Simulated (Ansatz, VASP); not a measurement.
# One calculation of InSb, two programs

Contents of INCAR:

```
SYSTEM = InSb
ALGO     = Normal         ! electronic algorithm
EDIFF    = 1E-6           ! SCF threshold, eV
ENCUT    = 520            ! plane-wave cutoff, eV
GGA      = PE             ! functional
ISIF     = 2              ! what is computed and relaxed
ISMEAR   = 0              ! smearing method
LASPH    = .True.         ! aspherical terms in the spheres
LCHARG   = .False.        ! write CHGCAR
LREAL    = .False.        ! projectors in reciprocal space
LWAVE    = .False.        ! write WAVECAR
NBANDS   = 16             ! bands
NELM     = 100            ! most SCF steps
PREC     = Accurate       ! precision mode
SIGMA    = 0.15           ! smearing width, eV
```

File KPOINTS:

```
k-points
0
Gamma
  16 16 16
  0 0 0
```

The input POSCAR:

```
InSb
1.0
    0.0000000000      3.3174249912      3.3174249912
    3.3174249912      0.0000000000      3.3174249912
    3.3174249912      3.3174249912      0.0000000000
In Sb
1 1
Direct
    0.0000000000      0.0000000000      0.0000000000
    0.7500000000      0.7500000000      0.7500000000
```

Input for Ansatz:

```yaml
crystal:
  lattice:
    - [0.0, 3.3174249912, 3.3174249912]
    - [3.3174249912, 0.0, 3.3174249912]
    - [3.3174249912, 3.3174249912, 0.0]
  atoms:
    - { symbol: In, position: [0.0, 0.0, 0.0] }
    - { symbol: Sb, position: [0.75, 0.75, 0.75] }
basis:
  ecutwfc: 420
kpoints:
  mp_grid: { grid: [16, 16, 16] }
hamiltonian:
  xc: pbe
scf:
  occupations: { method: gaussian, width: 0.15 }
output:
  forces: true
  stress: true
  eigenvalues: true
  write_density: true
  write_potential: true
  elf: true
  volumetric_format: npy
```

Alike in both runs: task single point; functional PBE; k mesh 16 × 16 × 16; occupations gaussian, width 0.15 eV; no spin polarisation.

|  | VASP | Ansatz |
| --- | --- | --- |
| version | VASP 6.6.1 | Ansatz 0.2.0 |
| potentials or method | VASP PAW PBE potentials, release 64 (In_d, Sb) | scalar-relativistic, plane waves, PAW |
| plane-wave cutoff (eV) | 520 | 420 |
| valence electrons in the cell | 18 | 28 |

```csv
,VASP,Ansatz,Ansatz less VASP
gap on the k mesh at the Fermi level (eV),none,none,-
pressure (GPa),0.0,0.0,+0.03
```

A gap of «none» marks a metal or a gap that the smearing closes. The two sets of potentials don't hold the same shells in valence.

Caveats: this crystal is a semiconductor, whose small gap the functional closes, so the metal is an error of the method. The runs have no spin-orbit coupling, so splittings on Sb are missing.
